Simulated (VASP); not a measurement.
# B (P6/mmm) in VASP: further runs

The runs below take B through single point, with LDA.

All numbers are computed with VASP 6.6.1; they aren't measurements. Logs are shortened: lines on timing, memory, paths and dates and some standing lists are left out, and cuts for length are marked.

## Step 1: The cell of the first run

Symmetry: P6/mmm, No. 191, hexagonal system. Conventional cell: a = 1.788 Å, b = 1.788 Å, c = 3.635 Å, α = 90.00°, β = 90.00°, γ = 120.00°. Around B (site symmetry 6/mmm) lie 6 B at 1.79 Å.

This isn't the form of B at room conditions, which is rhombohedral.

## Step 2: Single point, LDA (strain +0.050 along x and y, +0.000 along z, atoms carried along)

Contents of INCAR:

```
SYSTEM = B
PREC = Accurate
ENCUT = 520
EDIFF = 1E-7
ISMEAR = 0
SIGMA = 0.15
LREAL = .FALSE.
LASPH = .TRUE.
NELM = 100
ALGO = Fast
ISIF = 2
LWAVE = .FALSE.
LCHARG = .FALSE.
GGA = CA
NBANDS = 8
```

Contents of KPOINTS:

```
regular mesh
0
G
  33 33 14
  0 0 0
```

Contents of POSCAR:

```
B
1.0
    1.7875552546      0.0000000000      0.0000000000
   -0.8937776273      1.5480682611      0.0000000000
    0.0000000000      0.0000000000      3.6354228500
B
1
Direct
    0.0000000000      0.0000000000      0.0000000000
```

Potentials or basis: VASP PAW LDA potentials, release 64 (B).

Started as:

```
$ cat potpaw_LDA.64/B/POTCAR > POTCAR
$ mpirun -np 1 vasp_std > vasp.out
```

OUTCAR:

```text
SYSTEM = B
   PREC = Accurate
   ENCUT = 520
   EDIFF = 1E-7
   ISMEAR = 0
   LREAL = .FALSE.
   LASPH = .TRUE.
   NELM = 100
   ISIF = 2
   GGA = CA

 ion  position               nearest neighbor table
   1  0.000  0.000  0.000-

  LATTYP: Found a hexagonal cell.
 ALAT       =     1.7875552546
 C/A-ratio  =     2.0337401267

  Lattice vectors:

 A1 = (   1.7875552546,   0.0000000000,   0.0000000000)
 A2 = (  -0.8937776273,   1.5480682611,   0.0000000000)
 A3 = (   0.0000000000,   0.0000000000,   3.6354228500)

Analysis of symmetry for initial positions (statically):
=====================================================================
 Subroutine PRICEL returns:
 Original cell was already a primitive cell.

 Routine SETGRP: Setting up the symmetry group for a
 hexagonal supercell.

 Subroutine GETGRP returns: Found 24 space group operations
 (whereof 24 operations were pure point group operations)
 out of a pool of 24 trial point group operations.

The static configuration has the point symmetry D_6h.

Analysis of symmetry for dynamics (positions and initial velocities):
=====================================================================
 Subroutine PRICEL returns:
 Original cell was already a primitive cell.

 Routine SETGRP: Setting up the symmetry group for a
 hexagonal supercell.

 Subroutine GETGRP returns: Found 24 space group operations
 (whereof 24 operations were pure point group operations)
 out of a pool of 24 trial point group operations.

The dynamic configuration has the point symmetry D_6h.

 Subroutine INISYM returns: Found 24 space group operations
 (whereof 24 operations are pure point group operations),
 and found     1 'primitive' translations

----------------------------------------------------------------------------------------

                                     Primitive cell

  volume of cell :      10.0602

  direct lattice vectors                    reciprocal lattice vectors
     1.787555255  0.000000000  0.000000000     0.559423267  0.322983174  0.000000000
    -0.893777627  1.548068261  0.000000000     0.000000000  0.645966347  0.000000000
     0.000000000  0.000000000  3.635422850     0.000000000  0.000000000  0.275071165

  length of vectors
     1.787555255  1.787555255  3.635422850     0.645966347  0.645966347  0.275071165

  position of ions in fractional coordinates (direct lattice)
     0.000000000  0.000000000  0.000000000

  ion indices of the primitive-cell ions
   primitive index   ion index
                 1           1

----------------------------------------------------------------------------------------

 KPOINTS: regular mesh

Automatic generation of k-mesh.
 Grid dimensions read from file:
 generate k-points for:   33   33   14

 Generating k-lattice:

  Cartesian coordinates                     Fractional coordinates (reciprocal lattice)
     0.016952220  0.009787369  0.000000000     0.030303030  0.000000000  0.000000000
     0.000000000  0.019574738  0.000000000     0.000000000  0.030303030  0.000000000
     0.000000000  0.000000000  0.019647940     0.000000000  0.000000000  0.071428571

  Length of vectors
     0.019574738  0.019574738  0.019647940

  Shift w.r.t. Gamma in fractional coordinates (k-lattice)
     0.000000000  0.000000000  0.000000000

 Subroutine IBZKPT returns following result:
 ===========================================

 Found    864 irreducible k-points:

 Following reciprocal coordinates:
            Coordinates               Weight
  0.000000  0.000000  0.000000      1.000000
  0.030303 -0.000000  0.000000      6.000000
  0.060606 -0.000000  0.000000      6.000000
  0.090909 -0.000000  0.000000      6.000000
  0.121212 -0.000000  0.000000      6.000000
  0.151515 -0.000000  0.000000      6.000000
[... 16 lines left out ...]
  0.181818  0.030303  0.000000     12.000000
  0.212121  0.030303  0.000000     12.000000
 [... further k-points ...]
   k-points           NKPTS =    864   k-points in BZ     NKDIM =    864   number of bands    NBANDS=      8
   number of dos      NEDOS =    301   number of ions     NIONS =      1
   total plane-waves  NPLWV =   5488
   dimension x,y,z NGX =    14 NGY =   14 NGZ =   28
   dimension x,y,z NGXF=    28 NGYF=   28 NGZF=   56
   ions per type =               1
   NGX,Y,Z   is equivalent  to a cutoff of  13.02, 13.02, 12.80 a.u.
   NGXF,Y,Z  is equivalent  to a cutoff of  26.04, 26.04, 25.61 a.u.
 SYSTEM =  B
   PREC   = accura    normal or accurate (medium, high low for compatibility)
   ISTART =      0    job   : 0-new  1-cont  2-samecut
   ICHARG =      2    charge: 1-file 2-atom 10-const
   ISPIN  =      1    spin polarized calculation?
   LNONCOLLINEAR =      F non collinear calculations
   LSORBIT =      F    spin-orbit coupling
   LASPH  =      T    aspherical Exc in radial PAW
   ENCUT  =  520.0 eV  38.22 Ry    6.18 a.u.   3.32  3.32  6.76*2*pi/ulx,y,z
   NELM   =    100;   NELMIN=  2; NELMDL= -5     # of ELM steps
   EDIFF  = 0.1E-06   stopping-criterion for ELM
   LREAL  =      F    real-space projection
   EDIFFG = 0.1E-05   stopping-criterion for IOM
   NSW    =      0    number of steps for IOM
   IBRION =     -1    ionic relax: 0-MD 1-quasi-New 2-CG
   NFREE  =      0    steps in history (QN), initial steepest desc. (CG)
   ISIF   =      2    stress and relaxation
   ISYM   =      2    0-nonsym 1-usesym 2-fastsym
   POTIM  = 0.5000    time-step for ionic-motion
   TEBEG  =    0.0;   TEEND  =   0.0 temperature during run
   PSTRESS=    0.0 pullay stress
   NELECT =       3.0000    total number of electrons
   NUPDOWN=      -1.0000    fix difference up-down
   EMIN   =  10.00;   EMAX   =-10.00  energy-range for DOS
   EFERMI =   0.00;   METHOD = LEGACY
   ISMEAR =     0;   SIGMA  =   0.15  broadening in eV -4-tet -1-fermi 0-gaus
   EFERMI_NEDOS =   21; number of points for ismear=-14 and -15
   IALGO  =     68    algorithm
   IMIX   =      4    mixing-type and parameters
     AMIX     =   0.40;   BMIX     =  1.00
     AMIX_MAG =   1.60;   BMIX_MAG =  1.00
  volume/ion in A,a.u.               =      10.06        67.89
  Fermi-wavevector in a.u.,A,eV,Ry     =   1.093739  2.066867 16.276177  1.196265
  Thomas-Fermi vector in A             =   2.230030
   LORBIT       =      0    0 simple, 1 ext, 2 COOP (PROOUT), +10 PAW based schemes
   GGA     = CA    functional components
   LHFCALC =     F    Hartree Fock is set to
   AEXX    =    0.0000 exact exchange contribution
   IVDW    =     0    specifies the selected vdW correction
   LEPSILON=     F    determine dielectric tensor
   LRPA    =     F    only Hartree local field effects (RPA)
 non-spin polarized calculation
 RMM-DIIS sequential band-by-band and
 Gauss-broadening in eV      SIGMA  =   0.15
  energy-cutoff  :      520.00
  volume of cell :       10.06
 maximum number of plane-waves:       284
 NGX is ok and might be reduce to    14
   NGX =  7   NGY =  7   NGZ = 13

 number of electron       3.0000000 magnetization

 Free energy of the ion-electron system (eV)
  ---------------------------------------------------
  ext. energy  EPLUGINS =         0.00000000
  ---------------------------------------------------
  free energy    TOTEN  =        -6.62363735 eV

  energy without entropy =       -6.61930781  energy(sigma->0) =       -6.62147258

 E-fermi :   4.5804     XC(G=0): -10.0740

 val. band max:        4.5795941748   @ k =   0.2727   0.0909   0.1429
 cond. band min:       4.5804051360   @ k =   0.3333   0.2424   0.4286
 fundamental gap:      0.0008109613
 Fermi energy:         4.5803857216

 k-point     1 :       0.0000    0.0000    0.0000
  band No.  band energies     occupation
      1     -11.4367      2.00000
      2      -1.1016      2.00000
      3       7.2142      0.00000
      4      25.9089      0.00000
      5      25.9089      0.00000
      6      30.7595      0.00000
      7      37.1303      0.00000
      8      46.7037      0.00000

 k-point     2 :       0.0303   -0.0000    0.0000
  band No.  band energies     occupation
      1     -11.3969      2.00000
      2      -1.0475      2.00000
      3       7.2614      0.00000
      4      25.7315      0.00000
      5      25.7949      0.00000
      6      30.7919      0.00000
      7      37.2352      0.00000
      8      45.5817      0.00000

 k-point     3 :       0.0606   -0.0000    0.0000
  band No.  band energies     occupation
      1     -11.2776      2.00000
      2      -0.8853      2.00000
      3       7.4026      0.00000
      4      25.2093      0.00000
      5      25.4684      0.00000
      6      30.8860      0.00000
      7      37.5250      0.00000
      8      43.7607      0.00000

 k-point     4 :       0.0909   -0.0000    0.0000
  band No.  band energies     occupation
      1     -11.0792      2.00000
      2      -0.6154      2.00000
      3       7.6366      0.00000
      4      24.3688      0.00000
      5      24.9690      0.00000
      6      31.0319      0.00000
      7      37.9128      0.00000
      8      42.1576      0.00000

 k-point     5 :       0.1212   -0.0000    0.0000
  band No.  band energies     occupation
      1     -10.8020      2.00000
      2      -0.2383      2.00000
      3       7.9613      0.00000
      4      23.2511      0.00000
      5      24.3479      0.00000
      6      31.2095      0.00000
      7      38.1768      0.00000
      8      41.1124      0.00000
[... 177 lines left out ...]
 k-point    22 :       0.1515    0.0303    0.0000
  band No.  band energies     occupation
      1     -10.2111      2.00000
      2       0.5661      2.00000
      3       8.6417      0.00000
      4      21.1682      0.00000
      5      23.0999      0.00000
      6      31.4536      0.00000
      7      37.8891      0.00000
      8      41.0636      0.00000

 k-point    23 :       0.1818    0.0303    0.0000
  band No.  band energies     occupation
      1      -9.7419      2.00000
      2       1.2055      2.00000
      3       9.1614      0.00000
      4      19.6200      0.00000
      5      22.3773      0.00000
      6      31.4536      0.00000
      7      37.3365      0.00000
      8      41.8285      0.00000

 k-point    24 :       0.2121    0.0303    0.0000
  band No.  band energies     occupation
      1      -9.1992      2.00000
      2       1.9464      2.00000
      3       9.7206      0.00000
      4      18.0411      0.00000
      5      21.6760      0.00000
      6      31.1445      0.00000
      7      36.8766      0.00000
      8      40.0444      0.00000

 [... further k-points ...]

------------------------ aborting loop because EDIFF is reached ----------------------------------------

  FORCE on cell =-STRESS in cart. coord.  units (eV):
  Direction    XX          YY          ZZ          XY          YZ          ZX
  --------------------------------------------------------------------------------------
  -------------------------------------------------------------------------------------
  Total       -2.2577300     -2.2577300     -0.0811583      0.0000000     -0.0000000     -0.0000000
  in kB     -359.5655414   -359.5655414    -12.9252576      0.0000000     -0.0000000     -0.0000000
  external PRESSURE =    -244.0187801 kB  Pullay stress =       0.0000000 kB

 VOLUME and BASIS-vectors are now :
 -----------------------------------------------------------------------------
  energy-cutoff  :      520.00
  volume of cell :       10.06
      direct lattice vectors                 reciprocal lattice vectors
     1.787555255  0.000000000  0.000000000     0.559423267  0.322983174  0.000000000
    -0.893777627  1.548068261  0.000000000     0.000000000  0.645966347  0.000000000
     0.000000000  0.000000000  3.635422850     0.000000000  0.000000000  0.275071165

 POSITION                                       TOTAL-FORCE (eV/Angst)
 -----------------------------------------------------------------------------------
      0.00000      0.00000      0.00000        -0.000000      0.000000      0.000000
 -----------------------------------------------------------------------------------
    total drift:                               -0.000000     -0.000000     -0.000000

  FREE ENERGIE OF THE ION-ELECTRON SYSTEM (eV)
  ---------------------------------------------------
  free  energy   TOTEN  =        -6.6236373537 eV

  energy  without entropy=       -6.6193078142  energy(sigma->0) =       -6.62147258
```

Wall time 33 s (1 thread of AMD EPYC 7R13 (Zen 3), shared host); peak memory 0.13 GiB.

What came out:

| Quantity | Value |
| --- | --- |
| Free energy | -6.6236 eV |
| Pressure | -24.4 GPa |
| Band gap on the k mesh | none (metal or under the smearing width) |

Stress tensor (GPa, compression positive):
```
-35.96   0.00   0.00
  0.00 -35.96   0.00
  0.00   0.00  -1.29
```

Caveat: so large a pressure means that the cell lies far from this level's equilibrium, or that cutoff or potentials fall short.

## Step 3: Single point, LDA (strain -0.050 along x and y, -0.050 along z, atoms carried along)

Contents of INCAR:

```
  ALGO = Normal
  EDIFF = 1E-6
  ENCUT = 520
  ISIF = 2
  ISMEAR = 0
  LASPH = True
  LCHARG = False
  LREAL = False
  LWAVE = False
  NBANDS = 8
  NELM = 100
  PREC = Accurate
  SIGMA = 0.15
```

Contents of KPOINTS:

```
k-points
0
Gamma
  33 33 14
```

Contents of POSCAR:

```
B
1.0
    1.6173118970      0.0000000000      0.0000000000
   -0.8086559485      1.4006331887      0.0000000000
    0.0000000000      0.0000000000      3.4536517075
B
1
Direct
    0.0000000000      0.0000000000      0.0000000000
```

Potentials or basis: VASP PAW LDA potentials, release 64 (B).

Started as:

```
$ cat potpaw_LDA.64/B/POTCAR > POTCAR
$ mpirun -np 1 vasp_std > vasp.out
```

Wall time 24 s (1 thread of AMD EPYC 7R13 (Zen 3), shared host); peak memory 0.11 GiB.

Results (log left out):

```yaml
Free_energy: -6.6382 eV
Pressure: 33.8 GPa
Band_gap_on_the_k_mesh: none (metal or under the smearing width)
```

Stress tensor (GPa, compression positive):
```
51.04  0.00  0.00
 0.00 51.04  0.00
 0.00  0.00 -0.73
```

Levels at points of the mesh, in eV from the Fermi level:
```tsv
k point	band 1	band 2	band 3	band 4	band 5	band 6
(0.00, 0.00, 0.00)	-18.33	-7.73	1.83	28.19	28.19	28.42
(0.00, 0.00, 0.50)	-17.88	-10.05	9.25	14.79	28.20	28.20
```

Caveat: so large a pressure means that the cell lies far from this level's equilibrium, or that cutoff or potentials fall short.
